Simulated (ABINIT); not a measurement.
# GaN (P6_3mc) in ABINIT: band structure with r2SCAN

Aim: the band structure of GaN with r2SCAN.

Everything below comes from runs of ABINIT 10.8.3 (patched build). Logs are shortened: lines on timing, memory, paths and dates and some standing lists are left out, and cuts for length are marked. The log counts tension as positive stress, the text compression.

**What was measured.**

“Studying electronic properties in GaN without electrical contacts using γ-γ vs e−-γ Perturbed Angular Correlations”, 2019, pmc:6823545 quotes, for a bulk crystal of GaN: band gap 3.503 ± 0.005 eV (direct).

The runs below are set against these values where they give the same quantity.

### Step 1. The crystal as given

It takes space group P6_3mc (No. 186, hexagonal). Conventional cell: a = 3.212 Å, b = 3.212 Å, c = 10.357 Å, α = 90.00°, β = 90.00°, γ = 120.00°. Around Ga (site symmetry 3m) lie 4 N at 1.95 to 2.00 Å. Ga (site symmetry 3m) is surrounded by 3 N at 1.94 Å. N (site symmetry 3m) has 4 Ga at 1.94 to 2.00 Å as nearest neighbours. N (site symmetry 3m) has 3 Ga at 1.95 Å as nearest neighbours.

The cell is a database's computed one.

### Step 2. Band structure, r2SCAN

Input file run.abi:

```
ndtset 2

pp_dirpath "./"
pseudos "Ga.GGA_PBE-JTH.xml, N.GGA_PBE-JTH.xml"

acell 3.2115377864 3.2115377865 10.35684 Angstrom
rprim
     1.0000000000     0.0000000000     0.0000000000
    -0.5000000000     0.8660254038     0.0000000000
     0.0000000000     0.0000000000     1.0000000000
ntypat 2
znucl 31 7
natom 8
typat 1 1 1 1 2 2 2 2
xcart
     0.0000000000     0.0000000000    15.3806871676
     3.0344634279     1.7519482766     0.7309793566
    -0.0000000003     3.5038965538    10.5167749149
     0.0000000000     0.0000000000     5.5948916093
     0.0000000000     0.0000000000     1.8209016943
     3.0344634279     1.7519482766     6.7276365884
     0.0000000000     0.0000000000    11.6066972526
    -0.0000000003     3.5038965538    16.5134321466

ecut 843.552974 eV
pawecutdg 53.0

ixc -497498
usekden 1
pawxcdev 0

occopt 3
tsmear 0.05 eV

nstep 100

iomode 3
prtwf 0
prteig 0
prtebands 0
enunit 1
prtden1 1
prtkden1 1

kptopt1 1
ngkpt1 8 8 3
nshiftk1 1
shiftk1 0.0 0.0 0.0
nband1 44
tolvrs1 1.0e-7

iscf2 -2
getden2 1
getkden2 1
nband2 50
nbdbuf2 4
tolwfr2 1.0e-11
kptopt2 -7
ndivsm2 5
prteig2 1
prtvol2 -3
kptbounds2
     0.0000000000     0.0000000000     0.0000000000
     0.5000000000     0.0000000000     0.0000000000
     0.3333333333     0.3333333333     0.0000000000
     0.0000000000     0.0000000000     0.0000000000
     0.0000000000     0.0000000000     0.5000000000
     0.5000000000     0.0000000000     0.5000000000
     0.3333333333     0.3333333333     0.5000000000
     0.0000000000     0.0000000000     0.5000000000
```

Potentials or basis: JTH PAW PBE v2.0.

Started as:

```bash
$ mpirun --bind-to none -np 4 abinit run.abi > log 2>&1
```

run.abo:

```text
.Version 10.8.3 of ABINIT
 DATASET    1 : space group P6_3 m c (#186); Bravais hP (primitive hexag.)
================================================================================
 Values of the parameters that define the memory need for DATASET  1.
     intxc =       0    ionmov =       0      iscf =      17    lmnmax =      18
     lnmax =       6     mgfft =     100  mpssoang =       3    mqgrid =    6415
     natom =       8  nloc_mem =       2    nspden =       1   nspinor =       1
    nsppol =       1      nsym =      12    n1xccc =       1    ntypat =       2
    occopt =       3   xclevel =       2
       mpw =        5183          nfft =      102400          nkpt =          20
Pmy_natom=         2
 PAW method is used; the additional fine FFT grid is defined by:
   mgfftf=       135    nfftf =    216000
================================================================================
================================================================================

 DATASET    2 : space group P6_3 m c (#186); Bravais hP (primitive hexag.)
================================================================================
 Values of the parameters that define the memory need for DATASET  2.
     intxc =       0    ionmov =       0      iscf =      -2    lmnmax =      18
     lnmax =       6     mgfft =     100  mpssoang =       3    mqgrid =    6415
     natom =       8  nloc_mem =       2    nspden =       1   nspinor =       1
    nsppol =       1      nsym =      12    n1xccc =       1    ntypat =       2
    occopt =       3   xclevel =       2
       mpw =        5183          nfft =      102400          nkpt =         108
Pmy_natom=         2
 PAW method is used; the additional fine FFT grid is defined by:
   mgfftf=       135    nfftf =    216000
================================================================================
================================================================================

--------------------------------------------------------------------------------
------------- Echo of variables that govern the present computation ------------
--------------------------------------------------------------------------------
 -outvars: echo values of preprocessed input variables --------
            acell      6.0689268593E+00  6.0689268595E+00  1.9571591130E+01 Bohr
              amu      6.97230000E+01  1.40067400E+01
             ecut      3.10000000E+01 Hartree
           enunit           1
           getden1          0
           getden2          1
          getkden1          0
          getkden2          1
             iscf1         17
             iscf2         -2
[... 2285 lines left out ...]
  -8.73392   -8.73392   -8.73214   -8.73214   -8.72205   -8.68928   -8.17573   -8.17573
  -8.17466   -8.17466   -7.91236   -7.91236   -7.90979   -7.90979   -7.75919   -7.10242
  -1.08906    1.29504    2.45611    4.44897    4.44897    4.49540    4.49540    5.33183
   5.33183    5.36849    5.36849    5.90933    7.11070    9.67368    9.96266    9.96846
  13.57690   14.28671   15.07609   15.12949   15.12949   15.87900   15.87900   16.84849
  16.84849   17.47448
 kpt#   2, nband= 50, wtk=  1.00000, kpt=  0.0263  0.0000  0.0000 (reduced coord)
 -11.29764  -11.00238  -10.14827   -9.99128   -8.92766   -8.92667   -8.92560   -8.92452
  -8.73504   -8.73379   -8.73356   -8.73184   -8.71758   -8.68331   -8.17475   -8.17444
  -8.17340   -8.17335   -7.91462   -7.91240   -7.91087   -7.90977   -7.75363   -7.09739
  -1.07804    1.29330    2.45341    4.38181    4.42620    4.46640    4.49033    5.25546
   5.30583    5.31002    5.37051    5.90582    7.19961    9.70129   10.01130   10.01480
  13.55013   14.24101   14.93824   15.15477   15.23251   15.86251   15.90289   16.76395
  16.86909   17.49586
 kpt#   3, nband= 50, wtk=  1.00000, kpt=  0.0526  0.0000  0.0000 (reduced coord)
[... 833 lines left out ...]
  -8.73471   -8.73471   -8.73271   -8.73270   -8.70413   -8.70407   -8.17406   -8.17402
  -8.17376   -8.17371   -7.91251   -7.91247   -7.91112   -7.91108   -7.43791   -7.43778
  -0.20511   -0.20447    4.15191    4.15232    4.45456    4.45461    4.47092    4.47104
   5.31837    5.31849    5.34030    5.34040    8.57569    8.57645   10.11556   10.11613
  13.92201   13.92240   15.41422   15.41441   15.45672   15.45690   16.04391   16.04512
  17.31920   17.32679
 kpt# 108, nband= 50, wtk=  1.00000, kpt=  0.0000  0.0000  0.5000 (reduced coord)
 -11.17316  -11.17303  -10.05655  -10.05647   -8.92598   -8.92598   -8.92597   -8.92597
  -8.73307   -8.73307   -8.73306   -8.73306   -8.70982   -8.70976   -8.17520   -8.17520
  -8.17515   -8.17515   -7.91111   -7.91111   -7.91107   -7.91107   -7.44367   -7.44353
  -0.21363   -0.21299    4.22842    4.22889    4.47173    4.47173    4.47177    4.47177
   5.35051    5.35051    5.35061    5.35061    8.53679    8.53756   10.06255   10.06311
  13.97207   13.97248   15.42995   15.42995   15.43012   15.43012   16.06451   16.06575
  17.34655   17.34679

== END DATASET(S) ==============================================================
================================================================================

 -outvars: echo values of variables after computation  --------
            acell      6.0689268593E+00  6.0689268595E+00  1.9571591130E+01 Bohr
           etotal1    -3.2801544801E+02
            fcart1     1.2866642371E-27  2.6384193859E-27 -1.1538308953E-05
                       5.7678052006E-28  2.2285678308E-27  1.2431557020E-03
                       5.7678052006E-28  2.2285678308E-27  1.2431557020E-03
                       5.7678052006E-28  3.0482709409E-27 -1.1538308953E-05
                       9.3172237856E-28  2.8433451634E-27 -4.0901579571E-03
                      -2.2627543479E-27 -1.5804900593E-26  2.8585405640E-03
                       5.7678052006E-28  2.2285678308E-27 -4.0901579571E-03
                      -2.2627543479E-27  5.8916161039E-28  2.8585405640E-03
            rprim      1.0000000000E+00  0.0000000000E+00  0.0000000000E+00
                      -5.0000000000E-01  8.6602540380E-01  0.0000000000E+00
                       0.0000000000E+00  0.0000000000E+00  1.0000000000E+00
           strten1     2.2317174774E-04  2.2317174578E-04 -1.1769449619E-04
                       0.0000000000E+00  0.0000000000E+00  3.5887049350E-13
           xangst      0.0000000000E+00  0.0000000000E+00  8.1391091351E+00
                       1.6057688932E+00  9.2709110279E-01  3.8681761689E-01
                      -3.3333432410E-11  1.8541822056E+00  5.5652376169E+00
                       0.0000000000E+00  0.0000000000E+00  2.9606891351E+00
                       0.0000000000E+00  0.0000000000E+00  9.6357967926E-01
                       1.6057688932E+00  9.2709110279E-01  3.5601119634E+00
                       0.0000000000E+00  0.0000000000E+00  6.1419996793E+00
                      -3.3333432410E-11  1.8541822056E+00  8.7385319634E+00
             xred      0.0000000000E+00  0.0000000000E+00  7.8586799981E-01
                       6.6666666667E-01  3.3333333333E-01  3.7348999974E-02
                       3.3333333333E-01  6.6666666667E-01  5.3734899997E-01
                       0.0000000000E+00  0.0000000000E+00  2.8586799981E-01
                       0.0000000000E+00  0.0000000000E+00  9.3037999937E-02
                       6.6666666667E-01  3.3333333333E-01  3.4374499977E-01
                       0.0000000000E+00  0.0000000000E+00  5.9303799994E-01
                       3.3333333333E-01  6.6666666667E-01  8.4374499977E-01
 Calculation completed.
```

Wall time 10 min (4 MPI ranks of Arm Neoverse V1, shared host); peak memory 1 GiB.

Results:

```yaml
Free_energy: -8925.7551 eV
Pressure: -3.2 GPa
Largest_force: 0.210 eV/Å
Band_gap_on_the_k_mesh: 1.20 eV, direct
Band_gap_along_the_path: 1.20 eV, direct
Valence_electrons_inside_the_program's_atomic_spheres: Ga 11.14, 11.04; N 2.55, 2.52
```

Forces on the atoms (eV/Å):
```
Ga   0.000  0.000 -0.001
Ga   0.000  0.000  0.064
Ga   0.000  0.000  0.064
Ga   0.000  0.000 -0.001
N    0.000  0.000 -0.210
N    0.000  0.000  0.147
N    0.000  0.000 -0.210
N    0.000  0.000  0.147
```

Stress tensor (GPa, compression positive):
```
-6.57  0.00  0.00
 0.00 -6.57  0.00
 0.00  0.00  3.46
```

Levels at the corners of the path, in eV from the valence-band top:
```csv
point,band 33,band 34,band 35,band 36,band 37,band 38,band 39,band 40
Γ,-0.58,-0.54,-0.54,0.00,1.20,3.76,4.05,4.06
M,-2.20,-1.97,-1.56,-0.79,2.37,2.89,5.22,5.24
K,-3.49,-1.91,-1.23,-1.23,3.61,3.61,6.48,7.22
Γ,-0.58,-0.54,-0.54,0.00,1.20,3.76,4.05,4.06
A,-0.56,-0.56,-0.56,-0.56,2.63,2.63,4.15,4.15
L,-1.82,-1.82,-1.43,-1.43,2.92,2.92,4.98,4.98
H,-2.65,-2.65,-1.10,-1.10,3.47,3.47,7.31,7.32
A,-0.56,-0.56,-0.56,-0.56,2.63,2.63,4.15,4.15
```

Caveat: the PAW data sets were made with another functional, which shifts forces and pressure a little.

### Step 3. Comparison with measurements

Step 2. A measured gap of GaN is 3.503 eV (direct; quoted in “Studying electronic properties in GaN without electrical contacts using γ-γ vs e−-γ Perturbed Angular Correlations”, 2019, pmc:6823545); the calculated 1.20 eV misses it by -2.30 eV. So large a miss can be the level of theory's own, or it may mean another phase, state or a wrong row. Spin-orbit coupling on Ga is left out. The value is that of r2SCAN, without temperature or zero-point motion. The cell is a database's relaxed one, not the measured one, which moves gaps too.
